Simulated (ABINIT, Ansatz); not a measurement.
# KF (Carobbiite): from the cell to the phonon bands, part 3 of 4

Wanted: phonon bands, density of states and zone-centre response of KF (Carobbiite).

ABINIT 10.8.3; DFT LDA, scalar-relativistic, plane waves, PseudoDojo norm-conserving pseudopotentials.

So far. Step 5 (Linear response at Γ): The acoustic modes at Γ come out as far as 2.3 cm⁻¹ from zero, where they should vanish, a small numerical error; the Born charges miss their sum rule by 8.1e-4 e, which is good. Step 6 (Modes with the sum rule): The rule moves no optical mode by more than 0.1 cm⁻¹.

**8. Linear response on the mesh**

Linear response treats each wavevector in the unit cell, with no supercell; the 4×4×4 mesh fixes the range of the force constants to be had.

The input, dfpt_q.abi:

```
ndtset 7

# wavevectors
qpt1 0.25 0.0 0.0
qpt2 0.5 0.0 0.0
qpt3 0.25 0.25 0.0
qpt4 0.5 0.25 0.0
qpt5 -0.25 0.25 0.0
qpt6 0.5 0.5 0.0
qpt7 -0.25 0.5 0.25

# displacements
getwfk_filepath "gso_WFK"
getwfq_filepath "gso_WFK"
kptopt 3
nqpt 1
rfphon 1
rfatpol 1 2
rfdir 1 1 1
tolvrs 1.0d-10
prtwf 0

# basis, mesh and filling
ecut 34.0
ngkpt 8 8 8
nshiftk 1
shiftk 0.0 0.0 0.0
istwfk *1
occopt 1
nband 8
nstep 100
diemac 9.0
prtebands 0
prtgsr 0
useylm 1

# cell and atoms
acell 6.892687853 6.892687853 6.892687853
rprim 
    -0.7071067812 0.0 0.7071067812
    0.0 0.7071067812 0.7071067812
    -0.7071067812 0.7071067812 0.0
ntypat 2
znucl 19 9
natom 2
typat 1 2
xred 
    0.0 0.0 0.0
    0.5 0.5 0.5
pp_dirpath "./pseudo"
pseudos "K.upf, F.upf"
```

On the command line:

```console
$ OMP_NUM_THREADS=1 mpirun -n 4 abinit dfpt_q.abi > dfpt_q.log
```

Numbers of over 12 decimals in the logs are rounded to 6 here.

dfpt_q.abo, the main output file:

```text
[banners, grids, parts of the stress and lines that vanish by symmetry left out]
- input  file    -> dfpt_q.abi
- output file    -> dfpt_q.abo
- root for input  files -> dfpt_qi
[...]
DATASET    1 : space group Fm -3 m (#225); Bravais cF (face-center cubic)
[...]
nfft =       64000          nkpt =         512
[...]
DATASET    2 : space group Fm -3 m (#225); Bravais cF (face-center cubic)
[...]
nfft =       64000          nkpt =         512
[...]
DATASET    3 : space group Fm -3 m (#225); Bravais cF (face-center cubic)
[...]
nfft =       64000          nkpt =         512
[...]
DATASET    4 : space group Fm -3 m (#225); Bravais cF (face-center cubic)
[...]
nfft =       64000          nkpt =         512
[...]
DATASET    5 : space group Fm -3 m (#225); Bravais cF (face-center cubic)
[...]
nfft =       64000          nkpt =         512
[...]
DATASET    6 : space group Fm -3 m (#225); Bravais cF (face-center cubic)
[...]
nfft =       64000          nkpt =         512
[...]
DATASET    7 : space group Fm -3 m (#225); Bravais cF (face-center cubic)
[...]
nfft =       64000          nkpt =         512
[...]
== DATASET  1 ==================================================================
[...]
cutoff_energies: {ecut:  34.0, pawecutdg:  -1.0, }
[...]
Perturbation : displacement of atom   1   along direction   1
[...]
-ETOT  1   4.715692     -1.656E+03 4.639E+00 3.446E+04
 ETOT  2   2.512765     -2.203E+00 2.805E-02 6.462E+03
 ETOT  3   2.384687     -1.281E-01 2.058E-03 5.441E+03
 ETOT  4   2.356727     -2.796E-02 9.987E-04 9.620E+02
 ETOT  5   2.302312     -5.442E-02 1.908E-04 2.255E+02
[...]
At SCF step   15       vres2   =  8.35E-11 < tolvrs=  1.00E-10 =>converged.
[...]
Perturbation : displacement of atom   1   along direction   2
[...]
-ETOT  1   3.091140     -1.528E+03 4.598E+00 2.326E+02
[...]
At SCF step   13       vres2   =  4.58E-11 < tolvrs=  1.00E-10 =>converged.
[...]
Perturbation : displacement of atom   2   along direction   1
[...]
-ETOT  1   4.596098     -4.674E+03 6.628E+00 2.423E+04
[...]
At SCF step   15       vres2   =  1.57E-11 < tolvrs=  1.00E-10 =>converged.
[...]
Perturbation : displacement of atom   2   along direction   2
[...]
-ETOT  1   4.144135     -4.596E+03 6.952E+00 2.004E+03
[...]
At SCF step   14       vres2   =  3.01E-11 < tolvrs=  1.00E-10 =>converged.
[...]
Phonon wavevector (reduced coordinates) :  0.25000  0.00000  0.00000
 Phonon energies in Hartree :
[...]
Phonon frequencies in cm-1    :
-  8.623396E+01  8.623396E+01  1.272459E+02  2.047199E+02  2.047199E+02
-  3.183546E+02
[...]
== DATASET  2 ==================================================================
[...]
cutoff_energies: {ecut:  34.0, pawecutdg:  -1.0, }
[...]
Perturbation : displacement of atom   1   along direction   1
[...]
-ETOT  1   4.435292     -1.652E+03 4.660E+00 2.856E+02
[...]
Perturbation : displacement of atom   1   along direction   2
[...]
-ETOT  1   3.155038     -1.533E+03 4.595E+00 2.108E+02
[...]
Perturbation : displacement of atom   2   along direction   1
[...]
-ETOT  1   4.509395     -4.672E+03 6.313E+00 9.361E+03
[...]
Perturbation : displacement of atom   2   along direction   2
[...]
-ETOT  1   4.153517     -4.599E+03 6.853E+00 2.136E+03
[...]
Phonon wavevector (reduced coordinates) :  0.50000  0.00000  0.00000
 Phonon energies in Hartree :
[...]
Phonon frequencies in cm-1    :
-  1.292222E+02  1.292222E+02  1.934688E+02  1.934688E+02  2.102695E+02
-  2.750217E+02
[...]
== DATASET  3 ==================================================================
[...]
cutoff_energies: {ecut:  34.0, pawecutdg:  -1.0, }
[...]
Perturbation : displacement of atom   1   along direction   1
[...]
-ETOT  1   4.074520     -1.619E+03 4.623E+00 1.104E+04
[...]
Perturbation : displacement of atom   2   along direction   1
[...]
-ETOT  1   4.442198     -4.651E+03 6.573E+00 1.346E+04
[...]
Phonon wavevector (reduced coordinates) :  0.25000  0.25000  0.00000
 Phonon energies in Hartree :
[...]
Phonon frequencies in cm-1    :
-  6.260021E+01  6.260021E+01  1.610061E+02  2.149311E+02  2.149311E+02
-  2.778588E+02
[...]
== DATASET  4 ==================================================================
[...]
cutoff_energies: {ecut:  34.0, pawecutdg:  -1.0, }
[...]
Perturbation : displacement of atom   1   along direction   1
[...]
-ETOT  1   4.183261     -1.633E+03 4.675E+00 2.771E+02
[...]
Perturbation : displacement of atom   1   along direction   2
[...]
-ETOT  1   3.528634     -1.572E+03 4.629E+00 1.641E+02
[...]
Perturbation : displacement of atom   1   along direction   3
[...]
-ETOT  1   3.286165     -1.544E+03 4.634E+00 1.755E+02
[...]
Perturbation : displacement of atom   2   along direction   1
[...]
-ETOT  1   4.428744     -4.660E+03 6.312E+00 7.737E+03
[...]
Phonon wavevector (reduced coordinates) :  0.50000  0.25000  0.00000
 Phonon energies in Hartree :
[...]
Phonon frequencies in cm-1    :
-  1.072847E+02  1.394331E+02  1.682095E+02  2.075454E+02  2.156702E+02
-  2.481893E+02
[...]
== DATASET  5 ==================================================================
[...]
cutoff_energies: {ecut:  34.0, pawecutdg:  -1.0, }
[...]
Perturbation : displacement of atom   2   along direction   1
[...]
-ETOT  1   4.294035     -4.632E+03 6.646E+00 5.427E+03
[...]
Perturbation : displacement of atom   2   along direction   3
[...]
-ETOT  1   4.166721     -4.599E+03 6.849E+00 2.165E+03
[...]
Phonon wavevector (reduced coordinates) : -0.25000  0.25000  0.00000
 Phonon energies in Hartree :
[...]
Phonon frequencies in cm-1    :
-  1.061230E+02  1.291514E+02  1.791470E+02  1.926895E+02  2.195970E+02
-  2.677615E+02
[...]
== DATASET  6 ==================================================================
[...]
cutoff_energies: {ecut:  34.0, pawecutdg:  -1.0, }
[...]
Perturbation : displacement of atom   1   along direction   1
[...]
-ETOT  1   3.886321     -1.610E+03 4.656E+00 3.082E+02
[...]
Perturbation : displacement of atom   2   along direction   1
[...]
-ETOT  1   4.332713     -4.646E+03 6.230E+00 5.459E+03
[...]
Phonon wavevector (reduced coordinates) :  0.50000  0.50000  0.00000
 Phonon energies in Hartree :
[...]
Phonon frequencies in cm-1    :
-  8.685487E+01  8.685487E+01  1.699454E+02  2.178966E+02  2.178966E+02
-  2.275699E+02
[...]
== DATASET  7 ==================================================================
[...]
cutoff_energies: {ecut:  34.0, pawecutdg:  -1.0, }
[...]
Perturbation : displacement of atom   1   along direction   1
[...]
-ETOT  1   3.741545     -1.586E+03 4.652E+00 1.976E+02
[...]
Perturbation : displacement of atom   1   along direction   2
[...]
-ETOT  1   3.871422     -1.605E+03 4.650E+00 1.666E+02
[...]
Perturbation : displacement of atom   2   along direction   1
[...]
-ETOT  1   4.292790     -4.631E+03 6.565E+00 4.347E+03
[...]
At SCF step   13       vres2   =  8.24E-11 < tolvrs=  1.00E-10 =>converged.
[...]
Perturbation : displacement of atom   2   along direction   2
[...]
-ETOT  1   4.289415     -4.643E+03 6.395E+00 4.965E+03
[...]
ETOT 12   1.376168      1.455E-11 3.909E-15 3.856E-10
 ETOT 13   1.376168      3.456E-11 4.890E-16 5.756E-12
 At SCF step   13       vres2   =  5.76E-12 < tolvrs=  1.00E-10 =>converged.
[...]
Phonon wavevector (reduced coordinates) : -0.25000  0.50000  0.25000
 Phonon energies in Hartree :
[...]
Phonon frequencies in cm-1    :
-  1.355402E+02  1.355402E+02  1.517396E+02  2.146523E+02  2.232109E+02
-  2.232109E+02
[...]
fcart7     0.0000000000E+00  0.0000000000E+00  0.0000000000E+00
       
================================================================================
```

Run time: 38 min. Hardware: 4 MPI ranks of Intel Xeon Platinum 8488C (Sapphire Rapids), shared host.

This step gave:

```
lowest mode on the q mesh (acoustic ones at the zone centre apart) : 62.6 cm⁻¹
```

Frequencies (cm⁻¹) before the sum rule at the irreducible wavevectors but Γ, which is solved apart; negative means imaginary. Frequencies by wavevector:

| q (fractions) | star | mode 1 | mode 2 | mode 3 | mode 4 | mode 5 | mode 6 |
| --- | --- | --- | --- | --- | --- | --- | --- |
| 0.25 0 0 | 8 | 86.23 | 86.23 | 127.2 | 204.7 | 204.7 | 318.4 |
| 0.5 0 0 | 4 | 129.2 | 129.2 | 193.5 | 193.5 | 210.3 | 275 |
| 0.25 0.25 0 | 6 | 62.6 | 62.6 | 161 | 214.9 | 214.9 | 277.9 |
| 0.5 0.25 0 | 24 | 107.3 | 139.4 | 168.2 | 207.6 | 215.7 | 248.2 |
| -0.25 0.25 0 | 12 | 106.1 | 129.2 | 179.2 | 192.7 | 219.6 | 267.8 |
| 0.5 0.5 0 | 3 | 86.85 | 86.85 | 169.9 | 217.9 | 217.9 | 227.6 |
| -0.25 0.5 0.25 | 6 | 135.5 | 135.5 | 151.7 | 214.7 | 223.2 | 223.2 |

**9. Interpolated phonon bands**

anaddb transforms the dynamical matrices to force constants, with the dipole-dipole part treated apart, and back along the path; points of the mesh come back as solved, but for the sum rule and, in polar crystals, the LO-TO term at Γ; the rest is interpolation.

The input, anaddb.abi:

```
ddb_filepath "all_DDB"
output_file "anaddb.abo"
outdata_prefix "anaddb"
ifcflag 1
ngqpt 4 4 4
nqshft 1
q1shft 0.0 0.0 0.0
asr 1
chneut 1
dipdip 1
dipquad 0
quadquad 0
enunit 0
eivec 0
nph1l 62
qph1l 
    0.0 5.0d-06 5.0d-06 1.0
    0.0 0.05 0.05 1.0
    0.0 0.1 0.1 1.0
    0.0 0.15 0.15 1.0
    0.0 0.2 0.2 1.0
    0.0 0.25 0.25 1.0
    0.0 0.3 0.3 1.0
    0.0 0.35 0.35 1.0
    0.0 0.4 0.4 1.0
    0.0 0.45 0.45 1.0
    0.0 0.5 0.5 1.0
    0.0 0.5125 0.4875 1.0
    0.0 0.525 0.475 1.0
    0.0 0.5375 0.4625 1.0
    0.0 0.55 0.45 1.0
    0.0 0.5625 0.4375 1.0
    0.0 0.575 0.425 1.0
    0.0 0.5875 0.4125 1.0
    0.0 0.6 0.4 1.0
    0.0 0.6125 0.3875 1.0
    0.0 0.625 0.375 1.0
    -0.375 0.375 0.0 1.0
    -0.3375 0.3375 0.0 1.0
    -0.3 0.3 0.0 1.0
    -0.2625 0.2625 0.0 1.0
    -0.225 0.225 0.0 1.0
    -0.1875 0.1875 0.0 1.0
    -0.15 0.15 0.0 1.0
    -0.1125 0.1125 0.0 1.0
    -0.075 0.075 0.0 1.0
    -0.0375 0.0375 0.0 1.0
    0.0 5.0d-06 0.0 1.0
    0.0 0.05 0.0 1.0
    0.0 0.1 0.0 1.0
    0.0 0.15 0.0 1.0
    0.0 0.2 0.0 1.0
    0.0 0.25 0.0 1.0
    0.0 0.3 0.0 1.0
    0.0 0.35 0.0 1.0
    0.0 0.4 0.0 1.0
    0.0 0.45 0.0 1.0
    0.0 0.5 0.0 1.0
    -0.025 0.5 0.025 1.0
    -0.05 0.5 0.05 1.0
    -0.075 0.5 0.075 1.0
    -0.1 0.5 0.1 1.0
    -0.125 0.5 0.125 1.0
    -0.15 0.5 0.15 1.0
    -0.175 0.5 0.175 1.0
    -0.2 0.5 0.2 1.0
    -0.225 0.5 0.225 1.0
    -0.25 0.5 0.25 1.0
    -0.225 0.5 0.275 1.0
    -0.2 0.5 0.3 1.0
    -0.175 0.5 0.325 1.0
    -0.15 0.5 0.35 1.0
    -0.125 0.5 0.375 1.0
    -0.1 0.5 0.4 1.0
    -0.075 0.5 0.425 1.0
    -0.05 0.5 0.45 1.0
    -0.025 0.5 0.475 1.0
    0.0 0.5 0.5 1.0
```

The input, mrgddb.in:

```
all_DDB
merged
8
dfpt_gammao_DS2_DDB
dfpt_qo_DS1_DDB
dfpt_qo_DS2_DDB
dfpt_qo_DS3_DDB
dfpt_qo_DS4_DDB
dfpt_qo_DS5_DDB
dfpt_qo_DS6_DDB
dfpt_qo_DS7_DDB
```

On the command line:

```console
$ mrgddb < mrgddb.in > mrgddb.log
$ OMP_NUM_THREADS=1 anaddb anaddb.abi > anaddb.log
```

anaddb.abo, the main output file:

```text
[banners, grids, parts of the stress and lines that vanish by symmetry left out]
-outvars_anaddb: echo values of input variables ----------------------

 Flags :
[...]
Dielectric Tensor and Effective Charges
[...]
Effective charge tensors after
[...]
Phonon wavevector (reduced coordinates) :  0.00000  0.00001  0.00001
 Phonon energies in Hartree :
[...]
Phonon frequencies in cm-1    :
-  0.000000E+00  0.000000E+00  3.804237E-03  2.109194E+02  2.109194E+02
-  3.396029E+02
[...]
Phonon wavevector (reduced coordinates) :  0.00000  0.05000  0.05000
 Phonon energies in Hartree :
[...]
Phonon frequencies in cm-1    :
-  1.498105E+01  1.498105E+01  3.745050E+01  2.114152E+02  2.114152E+02
-  3.372184E+02
[...]
Phonon wavevector (reduced coordinates) :  0.00000  0.10000  0.10000
 Phonon energies in Hartree :
[...]
Phonon frequencies in cm-1    :
-  2.904366E+01  2.904366E+01  7.347076E+01  2.125810E+02  2.125810E+02
-  3.298909E+02
[...]
Phonon wavevector (reduced coordinates) :  0.00000  0.15000  0.15000
 Phonon energies in Hartree :
[...]
Phonon frequencies in cm-1    :
-  4.166737E+01  4.166737E+01  1.067849E+02  2.137513E+02  2.137513E+02
-  3.173250E+02
[...]
Phonon wavevector (reduced coordinates) :  0.00000  0.20000  0.20000
 Phonon energies in Hartree :
[...]
Phonon frequencies in cm-1    :
-  5.279266E+01  5.279266E+01  1.363010E+02  2.144977E+02  2.144977E+02
-  2.996283E+02
  Phonon wavevector (reduced coordinates) :  0.00000  0.25000  0.25000
 Phonon energies in Hartree :
[...]
Phonon frequencies in cm-1    :
-  6.255901E+01  6.255901E+01  1.609950E+02  2.149074E+02  2.149074E+02
-  2.778376E+02
  Phonon wavevector (reduced coordinates) :  0.00000  0.30000  0.30000
 Phonon energies in Hartree :
[...]
Phonon frequencies in cm-1    :
-  7.098278E+01  7.098278E+01  1.795742E+02  2.153493E+02  2.153493E+02
-  2.544131E+02
  Phonon wavevector (reduced coordinates) :  0.00000  0.35000  0.35000
 Phonon energies in Hartree :
[...]
Phonon frequencies in cm-1    :
-  7.784467E+01  7.784467E+01  1.891671E+02  2.160506E+02  2.160506E+02
-  2.345513E+02
  Phonon wavevector (reduced coordinates) :  0.00000  0.40000  0.40000
 Phonon energies in Hartree :
[...]
Phonon frequencies in cm-1    :
-  8.284899E+01  8.284899E+01  1.849753E+02  2.169054E+02  2.169054E+02
-  2.264728E+02
  Phonon wavevector (reduced coordinates) :  0.00000  0.45000  0.45000
 Phonon energies in Hartree :
[...]
Phonon frequencies in cm-1    :
-  8.583897E+01  8.583897E+01  1.745692E+02  2.176054E+02  2.176054E+02
-  2.268234E+02
  Phonon wavevector (reduced coordinates) :  0.00000  0.50000  0.50000
 Phonon energies in Hartree :
[...]
Phonon frequencies in cm-1    :
-  8.682444E+01  8.682444E+01  1.699328E+02  2.178735E+02  2.178735E+02
-  2.275455E+02
  Phonon wavevector (reduced coordinates) :  0.00000  0.51250  0.48750
 Phonon energies in Hartree :
[...]
Phonon frequencies in cm-1    :
-  8.714194E+01  8.785644E+01  1.697510E+02  2.177668E+02  2.180607E+02
-  2.275232E+02
  Phonon wavevector (reduced coordinates) :  0.00000  0.52500  0.47500
 Phonon energies in Hartree :
[...]
Phonon frequencies in cm-1    :
-  8.808323E+01  9.086444E+01  1.692061E+02  2.174476E+02  2.186116E+02
-  2.274555E+02
  Phonon wavevector (reduced coordinates) :  0.00000  0.53750  0.46250
 Phonon energies in Hartree :
[...]
Phonon frequencies in cm-1    :
-  8.961573E+01  9.561195E+01  1.682996E+02  2.169183E+02  2.194952E+02
-  2.273407E+02
[...]
-  1.292208E+02  1.292208E+02  1.934300E+02  1.934300E+02  2.102686E+02
-  2.749945E+02
  Phonon wavevector (reduced coordinates) : -0.02500  0.50000  0.02500
 Phonon energies in Hartree :
[...]
Phonon frequencies in cm-1    :
-  1.289764E+02  1.298045E+02  1.931852E+02  1.937537E+02  2.102151E+02
-  2.738517E+02
  Phonon wavevector (reduced coordinates) : -0.05000  0.50000  0.05000
 Phonon energies in Hartree :
[...]
Phonon frequencies in cm-1    :
-  1.283415E+02  1.313784E+02  1.920995E+02  1.947313E+02  2.103578E+02
-  2.705155E+02
  Phonon wavevector (reduced coordinates) : -0.07500  0.50000  0.07500
 Phonon energies in Hartree :
[...]
Phonon frequencies in cm-1    :
-  1.275712E+02  1.334719E+02  1.895033E+02  1.963730E+02  2.112578E+02
-  2.652584E+02
  Phonon wavevector (reduced coordinates) : -0.10000  0.50000  0.10000
 Phonon energies in Hartree :
[...]
Phonon frequencies in cm-1    :
-  1.269895E+02  1.354849E+02  1.851731E+02  1.986635E+02  2.130481E+02
-  2.585215E+02
  Phonon wavevector (reduced coordinates) : -0.12500  0.50000  0.12500
 Phonon energies in Hartree :
[...]
Phonon frequencies in cm-1    :
-  1.269085E+02  1.368985E+02  1.794503E+02  2.015107E+02  2.153777E+02
-  2.508905E+02
  Phonon wavevector (reduced coordinates) : -0.15000  0.50000  0.15000
 Phonon energies in Hartree :
[...]
Phonon frequencies in cm-1    :
[...]
Phonon wavevector (reduced coordinates) : -0.02500  0.50000  0.47500
 Phonon energies in Hartree :
[...]
Phonon frequencies in cm-1    :
-  8.761269E+01  8.871398E+01  1.695691E+02  2.179295E+02  2.179764E+02
-  2.275007E+02
  Phonon wavevector (reduced coordinates) :  0.00000  0.50000  0.50000
 Phonon energies in Hartree :
[...]
Phonon frequencies in cm-1    :
-  8.682444E+01  8.682444E+01  1.699328E+02  2.178735E+02  2.178735E+02
-  2.275455E+02
-
```

Run time: 0.83 s. Hardware: 1 thread.

This step gave:

- lowest frequency on the path: 0 cm⁻¹

Anaddb, dipole-dipole term. The phonon branches at the labelled points (cm⁻¹):

| point | branch 1 | branch 2 | branch 3 | branch 4 | branch 5 | branch 6 |
| --- | --- | --- | --- | --- | --- | --- |
| Γ | 0 | 0 | 0 | 211 | 211 | 340 |
| halfway | 63 | 63 | 161 | 215 | 215 | 278 |
| X | 87 | 87 | 170 | 218 | 218 | 228 |
| halfway | 94 | 109 | 165 | 215 | 222 | 227 |
| U | 111 | 151 | 152 | 208 | 225 | 230 |
| jump to K | 111 | 151 | 152 | 208 | 225 | 230 |
| halfway | 79 | 112 | 150 | 195 | 218 | 298 |
| Γ | 0 | 0 | 0 | 211 | 211 | 340 |
| halfway | 86 | 86 | 127 | 205 | 205 | 318 |
| L | 129 | 129 | 193 | 193 | 210 | 275 |
| halfway | 127 | 137 | 180 | 202 | 215 | 251 |
| W | 136 | 136 | 152 | 215 | 223 | 223 |
| halfway | 104 | 121 | 161 | 218 | 220 | 226 |
| X | 87 | 87 | 170 | 218 | 218 | 228 |

The phonon branches as a text plot (rows in cm⁻¹):

```
    333 |***                        ********
    318 |   *                    ***        *
    304 |    **                 *            **
    290 |                                      *
    276 |      *               *                ****
    262 |                    **                     **
    248 |       *           *                         **
    233 |        ******* ***                            *     ***
    219 |  **************************                ************
    205 |**              ***     ************** *********
    191 |        ***        *****              *******
    177 |       *   **     * **               *       **
    163 |      *      ***      *                        *    ****
    149 |                **     *            *           ****
    134 |    **            ****                  *************
    120 |               *  **  * *          *  **    **     *
    106 |   *          ****  ** *          * **              **
     92 |           ****       * ***        *                 ***
     78 |  *    ****            * **      **
     64 |      *                 *  *
     50 |    **                   ***    **
     35 | ***                       **   *
     21 | *                          *  *
      7 |*                            **
         Γ           X  U|K            Γ         L        W     X
```

All branches are real along the path.

(Continued in part 4 of 4.)

[Host names and launcher messages were left out of these logs when they were recorded.]

[Logs are printed without paths, hosts, clocks, repeated set-up lines and the standing remarks that a program may print on its own settings, such as how far it seeks lower states.]

[Hosts, paths, dates, database ids (printed as entryN), source tags and the programs' standing remarks are cut or masked in the printed files.]
